## Why a crystal is harder to squeeze than to stretch: Ni₃Si under isotropic strain

Why does it cost more energy to shrink a crystal by a few per cent than to swell it by the same amount, and can the difference be estimated from the stresses near equilibrium? Cubic Ni₃Si, computed with PBEsol and without spin polarisation, poses the question in a clean form. It has the Cu₃Au structure, a face-centred cubic array in which Si takes the cube corners and Ni the face centres, and each atom has twelve neighbours at $a/\sqrt2$. Symmetry pins all four atoms, so scaling the cell scales every distance by one factor and does nothing else.

Ni3Si in the cubic Cu3Au structure (4-atom cell, unstrained a = 3.461 Å) under equal strain along all axes, computed with Ansatz 0.2.0 using PBEsol, plane-wave PAW, scalar-relativistic, without spin polarisation. The cutoff is 420 eV, the k mesh 16×16×16 and the Gaussian smearing 0.1 eV. Energies are extrapolated to zero smearing, and stress is positive in compression.

```
strain (%)  energy change (meV/atom)  volume change (%)  c over a  stress xx (GPa)
      -4.5                     167.3             -12.90         1            45.77
      -3.0                      70.1              -8.73         1            27.14
      -1.5                      16.4              -4.43         1            12.07
         0                       0.0               0.00         1            -0.05
       1.5                      15.1               4.57         1            -9.70
       3.0                      56.8               9.27         1           -17.32
       4.5                     120.9              14.12         1           -23.24
```

The strain $\varepsilon$ is the relative change of the cube edge $a$, and the energy change $E$ is counted per atom from the unstrained cell. Stress xx is positive in compression and, the three normal stresses being equal, is the pressure $P$. Two columns are geometry and not response: the volume change is $(1+\varepsilon)^3-1$ to within rounding, and c over a, the ratio of two cube edges, is held at 1. The physics lies in $E$ and $P$ as functions of one bond length.

### The lopsided well

A spring would give the same energy at $+\varepsilon$ and $-\varepsilon$, and the crystal does not. At 4.5 % compression costs 167.3 meV/atom and expansion 120.9, a ratio of 1.38. Compression is the dearer direction at each of the three magnitudes of strain, and the ratio grows with the magnitude.

The stress looks more lopsided still, 45.77 GPa against $-23.24$ GPa, but part of that is geometry. Since $dE=-P\,dV$, the pressure is the slope $-dE/d\varepsilon$ divided by $3V_0(1+\varepsilon)^2$, with $V_0$ the unstrained volume per atom: the same force acts on a smaller face when the cell is compressed. Perfectly harmonic bonds would therefore already give a stress ratio of 1.20 at the ends of the series. The factor 1.645 that remains is the asymmetry of the forces themselves.

The same fact can be read as softening. The bulk modulus $B=-dP/d\ln V$, taken between neighbouring rows, falls from about 398.5 GPa in the most compressed interval to about 136.5 GPa in the most expanded one. Each interval is softer than the one before by a similar factor, which drifts only from 0.82 to 0.79. Between the midpoints of the first and last intervals the bond length changes by 7.5 % of its unstrained value and the stiffness almost threefold, with no kink anywhere.

### Why the well is lopsided

The cause is standard, and it is argued here from theory, since the calculation does not split the energy into parts. The equilibrium distance is a balance between two contributions of different range. Ni d states hybridise with one another and with Si p states, and the energy falls because the bonding combinations are filled more completely than the antibonding ones; this gain fades fairly gradually as the atoms part. Against it stands a repulsion: the exclusion principle keeps valence electrons orthogonal to the cores and to each other, and confining them raises their kinetic energy steeply as the distance shrinks.

At the minimum the two slopes cancel, but the curvatures do not, because the steeper term has the greater curvature for the same slope. The stiffness is therefore what is left of the repulsion's curvature after a smaller, opposite curvature from the bonding is taken off. Compression moves the atoms up the repulsive wall, where the curvature grows quickly, and expansion moves them off it, where the curvature decays. This one statement accounts for the dearer compression, the falling modulus and the shrinking stress steps.

A two-power energy $A r^{-m}-C r^{-n}$ in the neighbour distance $r$ shows what governs the size of the effect. Its third derivative at the minimum is $-(m+n+3)/r$ times its second, so the steeper the two terms, the more lopsided the well. In terms of $B'=dB/dP$, the stiffening per unit pressure, this reads $B'=(m+n+6)/3$, and the value of about 4.7 found here corresponds to $m+n\approx8$. Only the sum is fixed, and a metal is not a set of pair bonds, so this is a gauge of steepness. It carries a useful rule: the relative asymmetry depends on how fast the interactions vary with distance, and not on how strong they are.

The electronic results of the same runs fit this picture. From $-4.5$ to $+3.0$ % the crystal stays metallic, and the density of states at the Fermi level, inferred from the smearing entropy, rises steadily from about 1.7 to 2.2 states per eV and cell. At fixed filling a rising density of states is what narrowing bands give as orbitals overlap less. The step-by-step ratios are nearly constant over those rows, so there is no sign that the electronic state switches along the way.

### One estimate from three stresses

With $x=\ln(V/V_0)=3\ln(1+\varepsilon)$, the definitions of $B$ and $B'$ give the pressure near zero strain, where it is $P_0$. Inserting $dV=V_0e^x\,dx$, integrating, and using $x^2\approx9\varepsilon^2(1-\varepsilon)$ gives the energy:

$$P\approx P_0-B_0x+\tfrac12B_0B'x^2,$$

$$E=-\int P\,dV\approx-P_0V_0x+\tfrac12B_0V_0x^2\left[1-\tfrac13(B'-2)x\right],$$

$$E\approx-3P_0V_0\,\varepsilon+\tfrac92B_0V_0\,\varepsilon^2\left[1-(B'-1)\,\varepsilon\right].$$

The part even in $\varepsilon$ measures stiffness and the odd part measures $B'-1$; harmonic bonds correspond to $B'=1$. A parabola in $x$ laid exactly through the three central stresses gives $B_0=241.5$ GPa and $B'=4.72$. No energy enters these constants, and neither do the stresses of the four outer rows. The estimate for the outer row $\varepsilon=-0.045$ runs as follows, with the product of pressure and volume converted to eV:

$$\tfrac92B_0V_0=4.5\times241.5\ \text{GPa}\times10.37\ \text{Å}^3=70.3\ \text{eV},$$

$$70.3\ \text{eV}\times0.045^2=142.4\ \text{meV},\qquad 1+3.72\times0.045=1.167,$$

$$E\approx142.4\times1.167-0.4=165.8\ \text{meV/atom}.$$

The table has 167.3, so the estimate is low by 1.5 meV/atom, 0.9 % of the tabulated value, whereas the harmonic term alone is low by 24.9. The cubic term thus carries nearly the whole departure from a spring. Because stress is the derivative of energy, this agreement tests how far a third-order expansion reaches. It is no separate evidence for the bonding picture.

The estimate fails gently and at the ends. Up to 3 % strain it is within 0.3 meV/atom of the table; the worst row is the most expanded one, low by 1.9 meV/atom or 1.6 % of the tabulated energy. It is low at both ends, as an even term such as the neglected $\varepsilon^4$ would make it, while the odd part is reproduced closely. The row-by-row comparison is in the printed output that follows.

The value of $B'$ used here belongs to zero strain. Along the series $B'$ climbs from about 4.2 on the compressed side to 5.4 on the expanded side, far more than the 0.07 that rounding allows. Theory gives the direction. A stretched crystal can sustain only a limited tension, and near that limit $P$ is parabolic in $x$, so $B$ vanishes as the square root of the distance in pressure and $B'$ grows. The series ends before that point, since the tension is still increasing in the last interval.

### Two small irregularities

The unstrained row has a stress of $-0.05$ GPa where a perfect minimum would have zero. It is what the relaxation left over, and dividing by $3B_0$ puts the true minimum at about $-0.007$ % strain. A cell under slight tension lowers its energy by shrinking a little, which is the small negative linear term in the worked example. It matters only for the smallest strains, where it lowers the odd part by 0.15 meV/atom and the odd part of the table is itself only about 0.65.

The second irregularity appears when the stresses are integrated through all rows. The tabulated energies differ from the integral by a residual that runs from $-0.21$ to $+0.19$ meV/atom and changes sign at zero strain. The numbers show the cause to be the smearing: the stress is the derivative of the smeared free energy, while the table lists the energy extrapolated to zero width. For the rows from the most compressed up to 3 % expansion, the free energy of the same runs matches the integral within 0.02 meV/atom. This confirms the internal consistency of the calculation, not its accuracy.

### What the constraints hide

A uniaxial series on the same crystal would answer a different question. Stretching one axis lengthens some bonds while the sides can contract, c over a becomes a result, and the energy depends on the shear constants as well as on $B$; for equal strain it should cost far less, because sides that contract keep the volume change below a third of that here. The present series keeps full cubic symmetry, so shear or other symmetry-breaking instabilities are untested. The tension at the largest strain is a point on a constrained path and not a strength.

Spin was switched off, so the zero moment is imposed. About two states per eV shared among three Ni atoms is a low density of states, which argues against a Stoner instability. Narrowing bands favour moments, however, and a magnetic state on the expanded side, which would lower those energies, was not tested.

The softening also sets how far $B_0$ can be trusted as a property of the real material. $B_0$ belongs to one cell edge, and the modulus in the first expanded interval is already 11 % below it, so even a small error in the edge matters. Thermal and zero-point motion, absent here, push the lattice outward through this same asymmetry, and the use of PAW datasets made for PBE may shift the edge as well. A functional with a larger equilibrium cell can be expected to give a smaller $B_0$, though it changes the energy curve itself and not only the place of the minimum.

Numerical output:

```
rounding: energy 0.05 meV/atom, stress 0.005 GPa, volume 0.005 %
volume change minus (1+e)^3-1, largest: 0.0034 %; c/a values: [1]
B = -dP/dlnV between rows, low to high strain (GPa): 398.5 327.3 267.3 216.0 173.1 136.5
  rounding uncertainty up to 0.23 GPa; first/last = 2.92
  ratio of successive B: 0.822 0.817 0.808 0.801 0.788
  B' = dB/dP at inner rows: 4.22 4.42 4.71 4.97 5.41 (rounding up to 0.07)
  stress steps (GPa): -18.63 -15.07 -12.12 -9.65 -7.62 -5.92
three central rows: B0 = 241.5 GPa, B' = 4.72; curve through all rows: 240.2 GPa, 4.74
zero stress lies at strain -0.0069 %
(9/2) B0 V0 = 70.3 eV/atom; energies below in meV/atom
strain %  table  harmonic  table-harm  with cubic  table-cubic  stress integral  table-integral
  -4.5    167.3    142.4      24.9       165.8         1.5        167.51          -0.21
  -3.0     70.1     63.3       6.8        70.0         0.1         70.20          -0.10
  -1.5     16.4     15.8       0.6        16.6        -0.2         16.50          -0.10
   0.0      0.0      0.0       0.0         0.0         0.0          0.00           0.00
   1.5     15.1     15.8      -0.7        15.1         0.0         15.03           0.07
   3.0     56.8     63.3      -6.5        56.5         0.3         56.68           0.12
   4.5    120.9    142.4     -21.5       119.0         1.9        120.71           0.19
worst row of cubic estimate: 4.5 %, 1.9 meV/atom (1.6 %)
|strain| %  E(-)-E(+)  E(-)/E(+)  even  even estimate  odd  odd estimate  residual-stress part
   1.5         1.3      1.086    15.75     15.82      0.65      0.74        -0.15
   3.0        13.3      1.234    63.45     63.28      6.65      6.76        -0.29
   4.5        46.4      1.384   144.10    142.38     23.20     23.38        -0.44
|strain| %  stress ratio |P(-)/P(+)|  area factor  ratio left over
   1.5              1.244              1.062        1.172
   3.0              1.567              1.128        1.390
   4.5              1.969              1.197        1.645
further outputs, rows -4.5 to +3.0 %:
  free energy change (meV/atom): 167.50 70.17 16.50 0.00 15.05 56.70
  free energy minus stress integral: -0.01 -0.02 -0.00 0.00 0.02 0.02
  smearing term TS/2 relative to zero strain (meV/atom): -0.16 -0.11 -0.05 0.00 0.05 0.11
  states at Fermi level, 2TS/width^2 (per eV, cell): 1.72 1.81 1.89 1.98 2.07 2.15
  ratio of successive values: 1.051 1.049 1.046 1.044 1.041 ; overall a^3.0
  band overlap, successive ratios: 0.933 0.934 0.934 0.935 0.935 ; overall a^-4.5
neighbour distance a/sqrt2 (A): 2.337 2.374 2.411 2.447 2.484 2.521 2.557
rough recalled measured edge 3.5 A is about +1 % strain; B from 0 to +1.5 % is 11 % below B0
```
